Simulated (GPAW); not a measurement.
**MnSi in GPAW: the effect of functional**

Crystal: MnSi.

```
CELL_PARAMETERS angstrom
0.00000 2.52722 2.52722
2.52722 0.00000 2.52722
2.52722 2.52722 0.00000
ATOMIC_POSITIONS crystal
Mn 0.00000 0.00000 0.00000
Si 0.25000 0.25000 0.25000
```

The cell was built by a generator and needn't be a form met in nature.

Alike in all runs:

| Item | Value |
| --- | --- |
| Program | GPAW 26.7.0 |
| Task | hyperfine couplings |
| Cutoff | 510 eV |
| Basis | pw |
| k mesh | 9 × 9 × 9 |
| Occupations | fermi-dirac, width 0.05 eV |
| Spin | collinear spin, ferromagnetic start |
| Starting moments | [4.0, 0.0] μB |

One run gave: pressure 19.5 GPa; moment 2.02 μB. Which functional did it use?
A. PBE
B. RPBE
C. BLYP
D. PBEsol
E. revPBE

A.

| functional | potentials or basis | pressure (GPa) | moment (μB) |
| --- | --- | --- | --- |
| LDA | the program's PAW data sets (release 1.2.1) made for this functional | 9.7 | 1.90 |
| PBEsol | PAW data sets generated in the run's folder for this functional | 14.8 | 1.99 |
| PBE | GPAW PAW data sets (gpaw-data 1.2.1) | 19.5 | 2.02 |
| RPBE | the program's PAW data sets (release 1.2.1) made for this functional | 23.0 | 2.05 |
| AM05 | PAW data sets generated in the run's folder for this functional | 14.1 | 1.96 |
| WC | PAW data sets generated in the run's folder for this functional | 15.0 | 1.99 |
| revPBE | the program's PAW data sets (release 1.2.1) made for this functional | 22.1 | 2.05 |
| BLYP | PAW data sets generated in the run's folder for this functional | 22.8 | 1.95 |

Caveats: the cutoff is short for stress and forces, so pressures can be off by a GPa or more; the dipolar part lacks the spin inside other atoms' spheres.
